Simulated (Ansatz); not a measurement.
All-electron LAPW in Ansatz 0.2.0 under PBE, scalar-relativistic, energies extrapolated to zero smearing. Slabs are 1×1 cells cut from bulk crystals relaxed on PAW files, with atoms then relaxed, 16 to 20 Å of vacuum, a dipole correction, k spacings of 0.16 to 0.26 Å⁻¹ and smearing of 0.02 to 0.1 eV, without spin–orbit coupling or spin polarisation. The bulk type named needn't be the stable one, and no reconstruction is allowed.

| slab | area (Å²) | γ (J/m²) | Φ (eV) | Δd12 (%) |
| --- | --- | --- | --- | --- |
| fcc Sb (110), 3 layers | 16.24 | 0.06 | 3.71 | -16.6 |
| fcc Sb (110), 6 layers | 16.24 | 0.02 | 3.81 | ? |
| fcc Sb (100), 4 layers | 11.48 | 0.24 | ? | -18.0 |

Problem. Fill in "Φ (eV)" for the row "fcc Sb (100), 4 layers".

Solution. 4.15.

Problem. Fill in "Δd12 (%)" for the row "fcc Sb (110), 6 layers".

Solution. -20.7.
